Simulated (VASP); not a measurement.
# H2C19 in VASP: single point with PBE+D3(BJ)

Aim: the single point of H2C19 with PBE+D3(BJ).

All numbers are computed with VASP 6.6.1; they aren't measurements. Logs are shortened: lines on timing, memory, paths and dates and some standing lists are left out, and cuts for length are marked.

## (1) The structure

The cell holds a slab with vacuum, 21 atoms: a = 7.398 Å, b = 7.398 Å, c = 12.000 Å, α = 90.00°, β = 90.00°, γ = 120.00°.

The cell was built by a generator and needn't be a form met in nature.

## (2) Single point, PBE+D3(BJ)

Contents of INCAR:

```
PREC = Accurate
ENCUT = 520
EDIFF = 1E-6
ISMEAR = 0
SIGMA = 0.05
LREAL = Auto
LASPH = T
NELM = 80
ALGO = Fast
ISIF = 2
LWAVE = F
LCHARG = F
GGA = PE
IVDW = 12
NBANDS = 55
```

Contents of KPOINTS:

```
Automatic mesh
0
Gamma
  2 2 1
```

Contents of POSCAR:

```
H2C19
1.0
    7.3980000000      0.0000000000      0.0000000000
   -3.6990000000      6.4068560000      0.0000000000
    0.0000000000      0.0000000000     12.0000000000
C H
19 2
Direct
    0.0039915730     -0.0082037196      0.0751734557
    0.2271236642      0.1042974508      0.0800673894
    0.0061791466      0.3249114940      0.0748422221
    0.2259365302      0.4345331186      0.0748892212
    0.0049772220      0.6551397587      0.0800461909
    0.2281306369      0.7676527002      0.0751869760
    0.3406295882     -0.0092082905      0.0800428738
    0.5575576205      0.0966925699      0.0839656745
    0.3330300096      0.3212322942      0.0840463119
    0.5558926643      0.4398583583      0.1120510255
    0.3379953916      0.6577849137      0.0753405114
    0.5612309834      0.7698351524      0.0748808711
    0.6708560044     -0.0104106656      0.0748473549
    0.8941176005      0.1016662592      0.0752893091
    0.6761992394      0.3195537036      0.1119748728
    0.8990712300      0.4382247489      0.0839653235
    0.6745408037      0.6627252878      0.0840427848
    0.8914723767      0.7686462007      0.0800669616
    0.6160808875      0.3796587454      0.2208603125
    0.7417479046      0.5052701289      0.2679701624
    0.4904488228      0.2539725904      0.2679495951
```

Potentials or basis: VASP PAW PBE potentials, release 64 (C, H).

The run is started by

```console
$ cat potpaw_PBE.64/C/POTCAR potpaw_PBE.64/H/POTCAR > POTCAR
$ mpirun -np 1 vasp_std > vasp.out
```

OUTCAR:

```text
PREC = Accurate
   ENCUT = 520
   EDIFF = 1E-6
   ISMEAR = 0
   LREAL = Auto
   LASPH = T
   NELM = 80
   ISIF = 2
   GGA = PE
   IVDW = 12
 IVDW          = 12

 ion  position               nearest neighbor table
   1  0.004  0.992  0.075-  14 1.41   2 1.43  18 1.43
   2  0.227  0.104  0.080-   9 1.39   1 1.43   7 1.45
   3  0.006  0.325  0.075-   4 1.41  16 1.42  14 1.43
   4  0.226  0.435  0.075-   3 1.41   9 1.42  11 1.43
   5  0.005  0.655  0.080-  16 1.39   6 1.43  18 1.45
   6  0.228  0.768  0.075-  11 1.41   7 1.43   5 1.43
   7  0.341  0.991  0.080-   8 1.39   6 1.43   2 1.45
   8  0.558  0.097  0.084-   7 1.39  13 1.42  15 1.47
   9  0.333  0.321  0.084-   2 1.39   4 1.42  10 1.47
  10  0.556  0.440  0.112-   9 1.47  17 1.47  19 1.52  15 1.54
  11  0.338  0.658  0.075-   6 1.41  12 1.43   4 1.43
  12  0.561  0.770  0.075-  13 1.41  17 1.42  11 1.43
  13  0.671  0.990  0.075-  12 1.41   8 1.42  14 1.43
  14  0.894  0.102  0.075-   1 1.41   3 1.43  13 1.43
  15  0.676  0.320  0.112-   8 1.47  16 1.47  19 1.52  10 1.54
  16  0.899  0.438  0.084-   5 1.39   3 1.42  15 1.47
  17  0.675  0.663  0.084-  18 1.39  12 1.42  10 1.47
  18  0.891  0.769  0.080-  17 1.39   1 1.43   5 1.45
  19  0.616  0.380  0.221-  21 1.09  20 1.09  10 1.52  15 1.52
  20  0.742  0.505  0.268-  19 1.09
  21  0.490  0.254  0.268-  19 1.09

  LATTYP: Found a hexagonal cell.
 ALAT       =     7.3980000000
 C/A-ratio  =     1.6220600162

  Lattice vectors:

 A1 = (   7.3980000000,   0.0000000000,   0.0000000000)
 A2 = (  -3.6990000000,   6.4068560000,   0.0000000000)
 A3 = (   0.0000000000,   0.0000000000,  12.0000000000)

Analysis of symmetry for initial positions (statically):
=====================================================================
 Subroutine PRICEL returns:
 Original cell was already a primitive cell.

 Routine SETGRP: Setting up the symmetry group for a
 hexagonal supercell.

 Subroutine GETGRP returns: Found  1 space group operations
 (whereof  1 operations were pure point group operations)
 out of a pool of 24 trial point group operations.

The static configuration has the point symmetry C_1 .

Analysis of symmetry for dynamics (positions and initial velocities):
=====================================================================
 Subroutine PRICEL returns:
 Original cell was already a primitive cell.

 Routine SETGRP: Setting up the symmetry group for a
 hexagonal supercell.

 Subroutine GETGRP returns: Found  1 space group operations
 (whereof  1 operations were pure point group operations)
 out of a pool of 24 trial point group operations.

The dynamic configuration has the point symmetry C_1 .

 Subroutine INISYM returns: Found  1 space group operations
 (whereof  1 operations are pure point group operations),
 and found     1 'primitive' translations

----------------------------------------------------------------------------------------

                                     Primitive cell

  volume of cell :     568.7750

  direct lattice vectors                    reciprocal lattice vectors
     7.398000000  0.000000000  0.000000000     0.135171668  0.078041398  0.000000000
    -3.699000000  6.406856000  0.000000000     0.000000000  0.156082796  0.000000000
     0.000000000  0.000000000 12.000000000     0.000000000  0.000000000  0.083333333

  length of vectors
     7.398000000  7.398000054 12.000000000     0.156082797  0.156082796  0.083333333

  position of ions in fractional coordinates (direct lattice)
     0.003991573  0.991796280  0.075173456
     0.227123664  0.104297451  0.080067389
     0.006179147  0.324911494  0.074842222
     0.225936530  0.434533119  0.074889221
     0.004977222  0.655139759  0.080046191
     0.228130637  0.767652700  0.075186976
[... 13 lines left out ...]
     0.741747905  0.505270129  0.267970162
     0.490448823  0.253972590  0.267949595

  ion indices of the primitive-cell ions
   primitive index   ion index
                 1           1
                 2           2
                 3           3
                 4           4
                 5           5
                 6           6
[... 13 lines left out ...]
                20          20
                21          21

----------------------------------------------------------------------------------------

 KPOINTS: Automatic mesh

Automatic generation of k-mesh.
 Grid dimensions read from file:
 generate k-points for:    2    2    1

 Generating k-lattice:

  Cartesian coordinates                     Fractional coordinates (reciprocal lattice)
     0.067585834  0.039020699  0.000000000     0.500000000  0.000000000  0.000000000
     0.000000000  0.078041398  0.000000000     0.000000000  0.500000000  0.000000000
     0.000000000  0.000000000  0.083333333     0.000000000  0.000000000  1.000000000

  Length of vectors
     0.078041399  0.078041398  0.083333333

  Shift w.r.t. Gamma in fractional coordinates (k-lattice)
     0.000000000  0.000000000  0.000000000

 Subroutine IBZKPT returns following result:
 ===========================================

 Found      4 irreducible k-points:

 Following reciprocal coordinates:
            Coordinates               Weight
  0.000000  0.000000  0.000000      1.000000
  0.500000  0.000000  0.000000      1.000000
  0.000000  0.500000  0.000000      1.000000
  0.500000  0.500000  0.000000      1.000000
   k-points           NKPTS =      4   k-points in BZ     NKDIM =      4   number of bands    NBANDS=     55
   number of dos      NEDOS =    301   number of ions     NIONS =     21
   total plane-waves  NPLWV = 282240
   dimension x,y,z NGX =    56 NGY =   56 NGZ =   90
   dimension x,y,z NGXF=   112 NGYF=  112 NGZF=  180
   ions per type =              19   2
   NGX,Y,Z   is equivalent  to a cutoff of  12.58, 12.58, 12.47 a.u.
   NGXF,Y,Z  is equivalent  to a cutoff of  25.17, 25.17, 24.94 a.u.
 SYSTEM =  unknown system
   PREC   = accura    normal or accurate (medium, high low for compatibility)
   ISTART =      0    job   : 0-new  1-cont  2-samecut
   ICHARG =      2    charge: 1-file 2-atom 10-const
   ISPIN  =      1    spin polarized calculation?
   LNONCOLLINEAR =      F non collinear calculations
   LSORBIT =      F    spin-orbit coupling
   LASPH  =      T    aspherical Exc in radial PAW
   ENCUT  =  520.0 eV  38.22 Ry    6.18 a.u.  13.76 13.76 22.31*2*pi/ulx,y,z
   NELM   =     80;   NELMIN=  2; NELMDL= -5     # of ELM steps
   EDIFF  = 0.1E-05   stopping-criterion for ELM
   LREAL  =      T    real-space projection
   EDIFFG = 0.1E-04   stopping-criterion for IOM
   NSW    =      0    number of steps for IOM
   IBRION =     -1    ionic relax: 0-MD 1-quasi-New 2-CG
   NFREE  =      0    steps in history (QN), initial steepest desc. (CG)
   ISIF   =      2    stress and relaxation
   ISYM   =      2    0-nonsym 1-usesym 2-fastsym
   POTIM  = 0.5000    time-step for ionic-motion
   TEBEG  =    0.0;   TEEND  =   0.0 temperature during run
   PSTRESS=    0.0 pullay stress
   NELECT =      78.0000    total number of electrons
   NUPDOWN=      -1.0000    fix difference up-down
   EMIN   =  10.00;   EMAX   =-10.00  energy-range for DOS
   EFERMI =   0.00;   METHOD = LEGACY
   ISMEAR =     0;   SIGMA  =   0.05  broadening in eV -4-tet -1-fermi 0-gaus
   EFERMI_NEDOS =   21; number of points for ismear=-14 and -15
   IALGO  =     68    algorithm
   IMIX   =      4    mixing-type and parameters
     AMIX     =   0.40;   BMIX     =  1.00
     AMIX_MAG =   1.60;   BMIX_MAG =  1.00
  volume/ion in A,a.u.               =      27.08       182.78
  Fermi-wavevector in a.u.,A,eV,Ry     =   0.844228  1.595359  9.697146  0.712720
  Thomas-Fermi vector in A             =   1.959222
   LORBIT       =      0    0 simple, 1 ext, 2 COOP (PROOUT), +10 PAW based schemes
   GGA     = PE    functional components
   LHFCALC =     F    Hartree Fock is set to
   AEXX    =    0.0000 exact exchange contribution
   IVDW    =    12    specifies the selected vdW correction
   LEPSILON=     F    determine dielectric tensor
   LRPA    =     F    only Hartree local field effects (RPA)
 non-spin polarized calculation
 RMM-DIIS sequential band-by-band and
 Gauss-broadening in eV      SIGMA  =   0.05
  energy-cutoff  :      520.00
  volume of cell :      568.78
 maximum number of plane-waves:     15363
 NGX is ok and might be reduce to    56
   NGX = 27   NGY = 27   NGZ = 45

 number of electron      77.9999998 magnetization

 Free energy of the ion-electron system (eV)
  ---------------------------------------------------
  ext. energy  EPLUGINS =         0.00000000
  ---------------------------------------------------
  free energy    TOTEN  =      -179.89316383 eV

  energy without entropy =     -179.89311655  energy(sigma->0) =     -179.89314019

 E-fermi :  -1.3544     XC(G=0):  -3.9062

 val. band max:       -1.4737716541   @ k =   0.0000   0.0000   0.0000
 cond. band min:      -1.2350653803   @ k =   0.0000   0.0000   0.0000
 fundamental gap:      0.2387062738
 Fermi energy:        -1.3544185188

 k-point     1 :       0.0000    0.0000    0.0000
  band No.  band energies     occupation
      1     -21.2571      2.00000
      2     -19.6062      2.00000
      3     -18.4540      2.00000
      4     -18.4061      2.00000
      5     -18.3599      2.00000
      6     -18.2784      2.00000
[... 43 lines left out ...]
     50       4.3786      0.00000
     51       5.3212      0.00000

 k-point     2 :       0.5000    0.0000    0.0000
  band No.  band energies     occupation
      1     -20.9342      2.00000
      2     -20.2512      2.00000
      3     -19.4230      2.00000
      4     -18.9418      2.00000
      5     -17.5477      2.00000
      6     -16.5116      2.00000
[... 43 lines left out ...]
     50       4.1354      0.00000
     51       4.2589      0.00000

 k-point     3 :       0.0000    0.5000    0.0000
  band No.  band energies     occupation
      1     -20.9342      2.00000
      2     -20.2511      2.00000
      3     -19.4230      2.00000
      4     -18.9419      2.00000
      5     -17.5476      2.00000
      6     -16.5116      2.00000
[... 43 lines left out ...]
     50       4.2436      0.00000
     51       4.3974      0.00000

 k-point     4 :       0.5000    0.5000    0.0000
  band No.  band energies     occupation
      1     -20.9180      2.00000
      2     -20.2983      2.00000
      3     -19.3222      2.00000
      4     -19.0449      2.00000
      5     -17.4171      2.00000
      6     -16.6419      2.00000
[... 43 lines left out ...]
     50       4.0018      0.00000
     51       4.7893      0.00000
 [bands above 51 left out]

------------------------ aborting loop because EDIFF is reached ----------------------------------------

 Edisp (eV)   -1.78527

 E8    (eV) :    -0.5477

  FORCE on cell =-STRESS in cart. coord.  units (eV):
  Direction    XX          YY          ZZ          XY          YZ          ZX
  --------------------------------------------------------------------------------------
  -------------------------------------------------------------------------------------
  Total       5.48937     3.90539    -0.06483    -1.38785    -0.00691    -0.00844
  in kB      15.46297    11.00105    -0.18262    -3.90941    -0.01948    -0.02379
  external pressure =        8.76 kB  Pullay stress =        0.00 kB

 VOLUME and BASIS-vectors are now :
 -----------------------------------------------------------------------------
  energy-cutoff  :      520.00
  volume of cell :      568.78
      direct lattice vectors                 reciprocal lattice vectors
     7.398000000  0.000000000  0.000000000     0.135171668  0.078041398  0.000000000
    -3.699000000  6.406856000  0.000000000     0.000000000  0.156082796  0.000000000
     0.000000000  0.000000000 12.000000000     0.000000000  0.000000000  0.083333333

 POSITION                                       TOTAL-FORCE (eV/Angst)
 -----------------------------------------------------------------------------------
     -3.63912      6.35430      0.90208         0.001978     -0.000959     -0.001029
      1.29446      0.66822      0.96081         0.008542     -0.008684      0.003317
     -1.15613      2.08166      0.89811        -0.003039     -0.005248     -0.002993
      0.06414      2.78399      0.89867        -0.001275      0.007250     -0.000051
     -2.38654      4.19739      0.96055        -0.001052      0.017774     -0.004428
     -1.15184      4.91824      0.90224        -0.003145      0.004765     -0.005135
[... 13 lines left out ...]
      3.61846      3.23719      3.21564         0.005650      0.010674      0.010025
      2.68890      1.62717      3.21540        -0.005635     -0.008967      0.010614
 -----------------------------------------------------------------------------------
    total drift:                               -0.000290     -0.017342     -0.001846

  FREE ENERGIE OF THE ION-ELECTRON SYSTEM (eV)
  ---------------------------------------------------
  free  energy   TOTEN  =      -181.6784316805 eV

  energy  without entropy=     -181.6783843953  energy(sigma->0) =     -181.67840804
```

Run time: 3 min. Hardware: 1 thread of Intel Xeon Platinum 8375C at 2.90GHz (Ice Lake), shared host; peak memory 0.58 GiB.

What came out:

| Quantity | Value |
| --- | --- |
| Free energy | -181.6784 eV |
| Largest force | 0.055 eV/Å |
| Band gap on the k mesh | 0.24 eV, direct |
| Dispersion energy per atom | -0.085 eV |

Forces on the atoms (eV/Å):
```
C    0.002 -0.001 -0.001
C    0.009 -0.009  0.003
C   -0.003 -0.005 -0.003
C   -0.001  0.007  0.000
C   -0.001  0.018 -0.004
C   -0.003  0.005 -0.005
C   -0.013 -0.004  0.002
C    0.002  0.013 -0.001
C    0.012  0.004 -0.008
C   -0.035  0.022 -0.021
C    0.005 -0.002 -0.011
C    0.000 -0.010 -0.003
C    0.002  0.011 -0.010
C   -0.012 -0.002 -0.006
C    0.030 -0.014 -0.015
C   -0.006 -0.017  0.003
C    0.004 -0.016 -0.003
C    0.008 -0.001  0.007
C    0.001  0.000  0.055
H    0.006  0.011  0.010
H   -0.006 -0.009  0.011
```

Levels at points of the mesh, in eV from the valence-band top:
| k point | band 35 | band 36 | band 37 | band 38 | band 39 | band 40 | band 41 | band 42 | band 43 | band 44 |
| --- | --- | --- | --- | --- | --- | --- | --- | --- | --- | --- |
| (0.00, 0.00, 0.00) | -3.04 | -2.99 | -2.61 | -0.79 | 0.00 | 0.24 | 1.53 | 3.12 | 3.65 | 4.26 |
| (0.50, 0.00, 0.00) | -3.01 | -2.50 | -2.46 | -2.29 | -1.12 | 1.74 | 2.04 | 2.58 | 2.59 | 3.80 |
| (0.00, 0.50, 0.00) | -3.01 | -2.50 | -2.46 | -2.29 | -1.12 | 1.74 | 2.04 | 2.58 | 2.59 | 3.80 |
| (0.50, 0.50, 0.00) | -2.96 | -2.52 | -2.46 | -2.38 | -0.54 | 0.95 | 2.14 | 2.60 | 2.81 | 3.69 |

Caveat: the k mesh is coarse (spacing up to 0.49 Å⁻¹), so the values aren't converged.
